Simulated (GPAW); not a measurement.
# C (Fd-3m) in GPAW: notebook, part 2 of 2

GPAW 26.7.0. The steps go on from the part before.

**5. Equation of state, LDA**

Contents of run.py:

```python
from ase.eos import EquationOfState
from ase.io import Trajectory, read
from ase.units import GPa
from gpaw import GPAW, PW, setup_paths

setup_paths.insert(0, '.')

atoms = read('C.cif')

traj = Trajectory('eos.traj', 'w')
volumes, energies = [], []
for x in [0.94, 0.96, 0.98, 1.0, 1.02, 1.04, 1.06]:
    a = atoms.copy()
    a.set_cell(atoms.cell * x**(1 / 3), scale_atoms=True)
    calc = GPAW(mode=PW(800),
                xc='LDA',
                kpts={'size': (10, 10, 10), 'gamma': True},
                occupations={'name': 'fermi-dirac', 'width': 0.05},
                setups={'C': 'jth'},
                nbands=-7,
                convergence={'density': 1e-05, 'energy': 1e-05},
                maxiter=150,
                txt=f'eos-{x:.2f}.txt')
    a.calc = calc
    energies.append(a.get_potential_energy(force_consistent=True))
    volumes.append(a.get_volume())
    p = -a.get_stress()[:3].mean() / GPa
    calc.write(f'eos-{x:.2f}.gpw')
    traj.write(a)
    print(f'{x:.2f} {volumes[-1]:10.4f} A^3 {energies[-1]:14.6f} eV {p:9.3f} GPa', flush=True)

v0, e0, B = EquationOfState(volumes, energies, eos='birchmurnaghan').fit()
print(f'V0 = {v0:.4f} A^3, E0 = {e0:.6f} eV, B0 = {B / GPa:.2f} GPa')
```

Contents of C.cif:

```cif
data_C
_cell_length_a 2.52206604
_cell_length_b 2.52206604
_cell_length_c 2.52206604
_cell_angle_alpha 60.00000000
_cell_angle_beta 60.00000000
_cell_angle_gamma 60.00000000
_space_group_name_H-M_alt 'P1'
_space_group_name_Hall 'P 1'
_space_group_IT_number 1
loop_
_space_group_symop_operation_xyz
'x,y,z'
loop_
_atom_site_label
_atom_site_type_symbol
_atom_site_symmetry_multiplicity
_atom_site_Wyckoff_symbol
_atom_site_fract_x
_atom_site_fract_y
_atom_site_fract_z
_atom_site_occupancy
C1 C 1 a 0.7500000000 0.7500000000 0.7500000000 1
C2 C 1 a 0.5000000000 0.5000000000 0.5000000000 1
```

Potentials or basis: JTH PAW 2.0, LDA, pw.

Command:

```console
$ OMP_NUM_THREADS=1 python run.py
```

What it wrote:

```text
__  _  _
 | _ |_)|_||  |
 |__||  | ||/\| - 26.7.0

Input parameters:
  mode=PW(ecut=800.0),
  convergence={'density': 1e-05, 'energy': 1e-05},
  kpts=MonkhorstPack(size=(10, 10, 10), gamma=True),
  maxiter=150,
  nbands=-7,
  occupations=Occupations(name='fermi-dirac', width=0.05),
  setups={'C': 'jth'},
  xc=XC(name='LDA')

Diagonalizing LCAO Hamiltonian
Converting LCAO to pw mode

           C
       C

Atoms  # Å, Bohr magnetons
|   | symbol |        x |        y |        z |    initial magnetic moments |
|---|--------|----------|----------|----------|-----------------------------|
| 0 |      C | 3.705871 | 2.139586 | 1.512916 | ( 0.0000,  0.0000,  0.0000) |
| 1 |      C | 2.470581 | 1.426391 | 1.008610 | ( 0.0000,  0.0000,  0.0000) |

Unit cell  # Å
| periodic |        x |        y |        z |  lengths |    angles |
|----------|----------|----------|----------|----------|-----------|
|      yes | 2.470581 | 0.000000 | 0.000000 | 2.470581 | 60.000000 |
|      yes | 1.235290 | 2.139586 | 0.000000 | 2.470581 | 60.000000 |
|      yes | 1.235290 | 0.713195 | 2.017221 | 2.470581 | 60.000000 |

Number of symmetries: 24
Symmetry operations  # r_c * U_cc + t_c -> r_c
|    | kind |            matrix            |
|----|------|------------------------------|
|  0 |  E   |  1, 0, 0,  0, 1, 0,  0, 0, 1 |
|  1 |  σ   |  1, 0, 0,  0, 0, 1,  0, 1, 0 |
|  2 |  σ   |  1, 0,-1,  0, 1,-1,  0, 0,-1 |
|  3 |  C3  |  1, 0,-1,  0, 0,-1,  0, 1,-1 |
|  4 |  C3  |  1,-1, 0,  0,-1, 1,  0,-1, 0 |
|  5 |  σ   |  1,-1, 0,  0,-1, 0,  0,-1, 1 |
|  6 |  σ   |  0, 1, 0,  1, 0, 0,  0, 0, 1 |
|  7 |  C3  |  0, 1, 0,  0, 0, 1,  1, 0, 0 |
|  8 |  C2  |  0, 1,-1,  1, 0,-1,  0, 0,-1 |
|  9 |  S4  |  0, 1,-1,  0, 0,-1,  1, 0,-1 |
| 10 |  C3  |  0, 0, 1,  1, 0, 0,  0, 1, 0 |
| 11 |  σ   |  0, 0, 1,  0, 1, 0,  1, 0, 0 |
| 12 |  S4  |  0, 0,-1,  1, 0,-1,  0, 1,-1 |
| 13 |  C3  |  0, 0,-1,  0, 1,-1,  1, 0,-1 |
| 14 |  S4  |  0,-1, 1,  1,-1, 0,  0,-1, 0 |
| 15 |  C2  |  0,-1, 1,  0,-1, 0,  1,-1, 0 |
| 16 |  C3  |  0,-1, 0,  1,-1, 0,  0,-1, 1 |
| 17 |  S4  |  0,-1, 0,  0,-1, 1,  1,-1, 0 |
| 18 |  S4  | -1, 1, 0, -1, 0, 1, -1, 0, 0 |
| 19 |  C3  | -1, 1, 0, -1, 0, 0, -1, 0, 1 |
| 20 |  C3  | -1, 0, 1, -1, 1, 0, -1, 0, 0 |
| 21 |  S4  | -1, 0, 1, -1, 0, 0, -1, 1, 0 |
| 22 |  σ   | -1, 0, 0, -1, 1, 0, -1, 0, 1 |
| 23 |  C2  | -1, 0, 0, -1, 0, 1, -1, 1, 0 |

BZ-sampling:
  Number of BZ points: 1000
  Number of IBZ points: 47

  Monkhorst-Pack size: [10, 10, 10]
  Monkhorst-Pack shift: [0.05, 0.05, 0.05]

K-points  # in reciprocal-cell coordinates
|     |                                coordinates |     weight |
|-----|--------------------------------------------|------------|
|   0 | (  0.00000000,   0.00000000,   0.00000000) | 0.00100000 |
|   1 | (  0.10000000,   0.10000000,   0.00000000) | 0.00600000 |
|   2 | (  0.10000000,   0.10000000,   0.10000000) | 0.00800000 |
|   3 | (  0.20000000,   0.10000000,   0.10000000) | 0.01200000 |
|   4 | (  0.20000000,   0.20000000,   0.00000000) | 0.00600000 |
|   5 | (  0.20000000,   0.20000000,   0.10000000) | 0.02400000 |
|   6 | (  0.20000000,   0.20000000,   0.20000000) | 0.00800000 |
|   7 | (  0.30000000,   0.20000000,   0.10000000) | 0.02400000 |
|   8 | (  0.30000000,   0.20000000,   0.20000000) | 0.02400000 |
|   9 | (  0.30000000,   0.30000000,   0.00000000) | 0.00600000 |
| ... |                                            |            |
|  46 | (  0.50000000,   0.50000000,   0.50000000) | 0.00400000 |

Plane wave coefficients: 568
Cutoff: 800.0 eV

Spin-components: 1 (collinear spins)
Bands:           11
Projectors:      8
Spin-degeneracy: 2
Datatype:        complex128

Parallelization:
  kpt:    1
  domain: 1
  band:   1

Density:
  Valence electrons: 8.0
  Components: 1
  Grid points: [18 18 18]
  Charge: 0.0  # |e|

Potential:
  Grid points: [18 18 18]

species:
  C:
    name:    Carbon
    Z:       6.0
    valence: 4
    core:    2
    charge:  0.0  # [|e|]
    compensation charges:
      type: sinc
      rc: 0.69  # [Å]
      lmax: 2
    cutoffs:
      filter: 0.80  # [Å]
      core: 1.17  # [Å]
    projectors
    | kind |    occ | energy [eV] | rcut [Å] |
    |------|--------|-------------|----------|
    |   2s |  2.000 |     -13.639 |    0.741 |
    |    s |        |      40.817 |    0.741 |
    |   2p |  2.000 |      -5.416 |    0.798 |
    |    p |        |      40.817 |    0.798 |

    Using partial waves for C as LCAO basis

Reference energy: -2037.621073  # eV

eigensolver:
  PPCG
  Converge bands: occupied
  niter=2

density mixing:
  MSR1-Mixer
  Pratt-step length: 0.05
  Maximum mixing coefficient: 0.75
  Old densities: 10
  SVD Regularization: 0.005
  Good broyden scale: 1.0
  Trust region scale: 1.0
  Backstep threshold: 4.0
  History deletion threshold: 6.0
  Fourier metric: weight=20.0, sigma=0.015

occupation numbers:
  Fermi-Dirac:
    width: 0.0500  # eV

poisson solver:
  ecut: 6400.0  # eV

xc functional:
  name: None

convergence criteria:
[... 6 lines left out ...]
|iter     | |      energy | eigst |  dens |
|---------|-|-------------|-------|-------|
|iter:   1| |  -21.083432 | -0.07 |       |
|iter:   2| |  -20.982474 | -3.02 | -0.77 |
|iter:   3| |  -20.326226 | -1.82 | -0.80 |
|iter:   4| |  -20.310828 | -3.12 | -1.51 |
|iter:   5| |  -20.311025 | -5.23 | -2.27 |
|iter:   6| |  -20.311031 | -7.53c| -3.46 |
|iter:   7| |  -20.311031c| -9.23c| -4.12 |
|iter:   8| |  -20.311031c| -9.38c| -5.56c|

Converged in 8 steps
Energy contributions relative to reference atoms: (reference = -2037.621073)

Energy contributions:
  Kinetic:          22.334664
  Coulomb:         -19.678152
  Zero:             -0.151322
  External:          0.000000
  Xc:              -22.816221
  Entropy:           0.000000
  Spinorbit:         0.000000
  ----------------------------
  Free energy:     -20.311031
  Extrapolated:    -20.311031

dipole moment: (3.008986, 1.737239, 1.228413)  # |e|*Ang

Fermi level: 12.809
Eigenvalues  # (at kpt = [0.000, 0.000, 0.000])
| band index |      eig [eV] | occ [0-2] |
|------------|---------------|-----------|
|          0 |       -11.202 |     2.000 |
|          1 |        10.954 |     2.000 |
|          2 |        10.954 |     2.000 |
|          3 |        10.954 |     2.000 |
|          4 |        16.673 |     0.000 |
|          5 |        16.673 |     0.000 |
|          6 |        16.673 |     0.000 |
|          7 |        25.915 |     0.000 |
|          8 |        30.775 |     0.000 |
|          9 |        38.461 |     0.000 |
|         10 |        38.942 |     0.000 |

Gap: 4.281 eV
Transition (v -> c):
  (s=0, k=0, n=3, [0.00, 0.00, 0.00]) -> (s=0, k=24, n=4, [0.40, 0.40, 0.00])
Direct/indirect transitions are different
Direct gap: 5.718 eV
Transition at: (s=0, k=0, n=3, [0.00, 0.00, 0.00])

Stress tensor  # eV/Ang^3
|         x |         y |         z |
|-----------|-----------|-----------|
| -0.091554 |  0.000000 |  0.000000 |
| -0.000000 | -0.091554 |  0.000000 |
| -0.000000 |  0.000000 | -0.091554 |

# Writing to eos-0.94.gpw (mode='')
```

stdout:

```text
0.94    10.6631 A^3     -20.311031 eV    14.669 GPa
0.96    10.8899 A^3     -20.325727 eV     4.168 GPa
0.98    11.1168 A^3     -20.324935 eV    -5.492 GPa
1.00    11.3437 A^3     -20.311125 eV   -14.257 GPa
1.02    11.5706 A^3     -20.286332 eV   -22.131 GPa
1.04    11.7974 A^3     -20.250029 eV   -29.376 GPa
1.06    12.0243 A^3     -20.204938 eV   -35.934 GPa
V0 = 10.9950 A^3, E0 = -20.327027 eV, B0 = 480.35 GPa
```

eos-0.98.txt:

```text
SCF iterations
|iter     | |      energy | eigst |  dens |
|---------|-|-------------|-------|-------|
|iter:   1| |  -21.018993 | -0.08 |       |
|iter:   2| |  -20.928280 | -3.02 | -0.79 |
|iter:   3| |  -20.338472 | -1.87 | -0.82 |
|iter:   4| |  -20.324777 | -3.18 | -1.52 |
[... 37 lines left out ...]

Gap: 4.182 eV
Transition (v -> c):
  (s=0, k=0, n=3, [0.00, 0.00, 0.00]) -> (s=0, k=24, n=4, [0.40, 0.40, 0.00])
Direct/indirect transitions are different
Direct gap: 5.601 eV
Transition at: (s=0, k=0, n=3, [0.00, 0.00, 0.00])

Stress tensor  # eV/Ang^3
|         x |         y |         z |
|-----------|-----------|-----------|
|  0.034277 | -0.000000 |  0.000000 |
| -0.000000 |  0.034277 | -0.000000 |
|  0.000000 | -0.000000 |  0.034277 |

# Writing to eos-0.98.gpw (mode='')
```

Wall time 54 s (1 thread of Arm Neoverse V1, shared host); peak memory 0.18 GiB.

Results:

- Equilibrium volume: 5.50 Å³/atom
- Bulk modulus: 480 GPa
- Pressure derivative of the bulk modulus: 4.6 (rough: it moves with the points fitted)

Energy against volume, from the lowest point:
```csv
volume (Å³/atom),energy (meV/atom)
5.332,7.35
5.445,0.00
5.558,0.40
5.672,7.30
5.785,19.70
5.899,37.85
6.012,60.39
```

Caveat: the program truncates these outside data sets.

**6. Equation of state, LDA**

Changes to run.py since step 5:

```diff
@@ -1,9 +1,14 @@
+from ase import Atoms
 from ase.eos import EquationOfState
-from ase.io import Trajectory, read
+from ase.io import Trajectory
 from ase.units import GPa
-from gpaw import GPAW, PW, setup_paths
+from gpaw import GPAW, PW
 
-setup_paths.insert(0, '.')
-
-atoms = read('C.cif')
+atoms = Atoms(['C', 'C'],
+              cell=[[0.0, 1.78337, 1.78337],
+                    [1.78337, 0.0, 1.78337],
+                    [1.78337, 1.78337, 0.0]],
+              scaled_positions=[[0.75, 0.75, 0.75],
+                                [0.5, 0.5, 0.5]],
+              pbc=True)
 
@@ -14,3 +19,3 @@
     a.set_cell(atoms.cell * x**(1 / 3), scale_atoms=True)
-    calc = GPAW(mode=PW(800),
+    calc = GPAW(mode=PW(1600),
                 xc='LDA',
@@ -18,3 +23,3 @@
                 occupations={'name': 'fermi-dirac', 'width': 0.05},
-                setups={'C': 'jth'},
+                setups='hgh',
                 nbands=-7,
```

Potentials or basis: HGH pseudopotentials, pw.

Command:

```console
$ OMP_NUM_THREADS=1 python run.py
```

What it wrote:

```text
__  _  _
 | _ |_)|_||  |
 |__||  | ||/\| - 26.7.0

Input parameters:
  mode=PW(ecut=1600.0),
  convergence={'density': 1e-05, 'energy': 1e-05},
  kpts=MonkhorstPack(size=(10, 10, 10), gamma=True),
  maxiter=150,
  nbands=-7,
  occupations=Occupations(name='fermi-dirac', width=0.05),
  setups={'default': 'hgh'},
  xc=XC(name='LDA')

Diagonalizing LCAO Hamiltonian
Converting LCAO to pw mode

          C
       C

Atoms  # Å, Bohr magnetons
|   | symbol |        x |        y |        z |    initial magnetic moments |
|---|--------|----------|----------|----------|-----------------------------|
| 0 |      C | 2.620447 | 2.620447 | 2.620447 | ( 0.0000,  0.0000,  0.0000) |
| 1 |      C | 1.746964 | 1.746964 | 1.746964 | ( 0.0000,  0.0000,  0.0000) |

Unit cell  # Å
| periodic |        x |        y |        z |  lengths |    angles |
|----------|----------|----------|----------|----------|-----------|
|      yes | 0.000000 | 1.746964 | 1.746964 | 2.470581 | 60.000000 |
|      yes | 1.746964 | 0.000000 | 1.746964 | 2.470581 | 60.000000 |
|      yes | 1.746964 | 1.746964 | 0.000000 | 2.470581 | 60.000000 |

Number of symmetries: 24
Symmetry operations  # r_c * U_cc + t_c -> r_c
|    | kind |            matrix            |
|----|------|------------------------------|
|  0 |  E   |  1, 0, 0,  0, 1, 0,  0, 0, 1 |
|  1 |  σ   |  1, 0, 0,  0, 0, 1,  0, 1, 0 |
|  2 |  σ   |  1, 0,-1,  0, 1,-1,  0, 0,-1 |
|  3 |  C3  |  1, 0,-1,  0, 0,-1,  0, 1,-1 |
|  4 |  C3  |  1,-1, 0,  0,-1, 1,  0,-1, 0 |
|  5 |  σ   |  1,-1, 0,  0,-1, 0,  0,-1, 1 |
|  6 |  σ   |  0, 1, 0,  1, 0, 0,  0, 0, 1 |
[... 113 lines left out ...]
convergence criteria:
- Maximum integral of absolute [dens]ity change: 1e-05 electrons / valence electron
- Maximum [total energy] change in last 3 cyles: 1e-05 eV / valence electron
- Maximum integral of absolute [eigenst]ate change: 4e-08 eV^2 / valence electron
maximum number of iterations: 150

SCF iterations
|iter     | |      energy | eigst |  dens |
|---------|-|-------------|-------|-------|
|iter:   1| | -312.026519 | +0.65 |       |
|iter:   2| | -311.926419 | -1.39 | -0.77 |
|iter:   3| | -311.182523 | -1.11 | -0.80 |
|iter:   4| | -311.157374 | -2.21 | -1.46 |
|iter:   5| | -311.156802 | -4.24 | -2.17 |
|iter:   6| | -311.156801 | -6.46 | -3.53 |
|iter:   7| | -311.156801c| -8.38c| -4.02 |
|iter:   8| | -311.156801c| -9.20c| -5.36c|

Converged in 8 steps
Energy contributions relative to reference atoms: (reference = 0.000000)

Energy contributions:
  Kinetic:         268.818293
  Coulomb:        -444.410412
  Zero:            -37.984641
  External:          0.000000
  Xc:              -97.580041
  Entropy:          -0.000000
  Spinorbit:         0.000000
  ----------------------------
  Free energy:    -311.156801
  Extrapolated:   -311.156801

dipole moment: (2.121358, 2.121358, 2.121358)  # |e|*Ang

Fermi level: 13.983
Eigenvalues  # (at kpt = [0.000, 0.000, 0.000])
| band index |      eig [eV] | occ [0-2] |
|------------|---------------|-----------|
|          0 |       -10.264 |     2.000 |
|          1 |        11.903 |     2.000 |
|          2 |        11.903 |     2.000 |
|          3 |        11.903 |     2.000 |
|          4 |        17.634 |     0.000 |
|          5 |        17.634 |     0.000 |
|          6 |        17.634 |     0.000 |
|          7 |        26.805 |     0.000 |
|          8 |        31.717 |     0.000 |
|          9 |        39.542 |     0.000 |
|         10 |        39.941 |     0.000 |

Gap: 4.304 eV
Transition (v -> c):
  (s=0, k=0, n=3, [0.00, 0.00, 0.00]) -> (s=0, k=24, n=4, [0.40, 0.40, 0.00])
Direct/indirect transitions are different
Direct gap: 5.731 eV
Transition at: (s=0, k=0, n=3, [0.00, 0.00, 0.00])

Stress tensor  # eV/Ang^3
|         x |         y |         z |
|-----------|-----------|-----------|
| -0.085713 |  0.000000 | -0.000000 |
|  0.000000 | -0.085713 |  0.000000 |
| -0.000000 |  0.000000 | -0.085713 |

# Writing to eos-0.94.gpw (mode='')
```

stdout:

```text
0.94    10.6631 A^3    -311.156801 eV    13.733 GPa
0.96    10.8899 A^3    -311.171394 eV     3.279 GPa
0.98    11.1168 A^3    -311.171776 eV    -6.223 GPa
1.00    11.3437 A^3    -311.159334 eV   -14.857 GPa
1.02    11.5706 A^3    -311.135036 eV   -22.710 GPa
1.04    11.7974 A^3    -311.100122 eV   -29.843 GPa
1.06    12.0243 A^3    -311.055398 eV   -36.331 GPa
V0 = 11.0094 A^3, E0 = -311.173285 eV, B0 = 461.86 GPa
```

It took 1.8 min on 1 thread of Arm Neoverse V1, shared host; peak memory 0.22 GiB.

What came out:

* Equilibrium volume: 5.50 Å³/atom
* Bulk modulus: 462 GPa
* Pressure derivative of the bulk modulus: 3.5

Energy against volume, from the lowest point:
```csv
volume (Å³/atom),energy (meV/atom)
5.332,7.49
5.445,0.19
5.558,0.00
5.672,6.22
5.785,18.37
5.899,35.83
6.012,58.19
```

Caveat: HGH potentials are hard and often keep d shells in the core, so these values are rough. Zero-point motion and thermal expansion aren't in these numbers.

**7. Overview**

| task | level | potentials or basis | cutoff (eV) | band path | band points | data set | grid spacing | V0 of scaled cells (Å³/atom) | B0 (GPa) |
| --- | --- | --- | --- | --- | --- | --- | --- | --- | --- |
| band structure | PBE | GPAW PAW data sets (gpaw-data 1.2.1), fd | - | GXWKGLUWLK,UX | 100 | - | 0.16 Å | - | - |
| equation of state | LDA | the program's PAW data sets (release 1.2.1) made for this functional, pw | 800 | - | - | - | - | 5.51 | 468 |
| equation of state | r2SCAN | GPAW PAW data sets (gpaw-data 1.2.1), pw | 800 | - | - | - | - | - | - |
| equation of state | LDA | JTH PAW 2.0, LDA, pw | 800 | - | - | C jth | - | 5.50 | 480 |

Alike in all rows: no spin polarisation; cell as given; k mesh 10 × 10 × 10; smearing fermi-dirac 0.05 eV.

Caveats: the points scatter about the fit (some runs); the PAW data sets were made with another functional, which shifts forces and pressure a little (some runs); the program truncates these outside data sets (some runs).

Absolute energies hang on the potentials; compare differences alone.

**8. Against experiment**

Step 3. Measured bulk modulus of C: 442 GPa (quoted in “Equation of state of cubic boron nitride at high pressures and temperatures”, 2007, arxiv:cond-mat/0702656). This calculation gives 468 GPa (+5.9 %). 3 values of this kind are on record (442 to 444.8 GPa); this one was drawn at random among those near their median, those with a stated uncertainty first. The fit is for a static lattice scaled at fixed shape and fixed fractional positions. The cell as given is a measured one (5.67 Å³/atom); LDA puts the equilibrium volume -2.8 % from it, thermal expansion not counted.

Step 5. Measured bulk modulus of C: 444.8 GPa (quoted in “Equation of state of cubic boron nitride at high pressures and temperatures”, 2007, arxiv:cond-mat/0702656). This calculation gives 480 GPa (+8.0 %). 3 values of this kind are on record (442 to 444.8 GPa); this one was drawn at random among those near their median, those with a stated uncertainty first. The fit is for a static lattice scaled at fixed shape and fixed fractional positions. The cell as given is a measured one (5.67 Å³/atom); LDA puts the equilibrium volume -3.1 % from it, thermal expansion not counted.
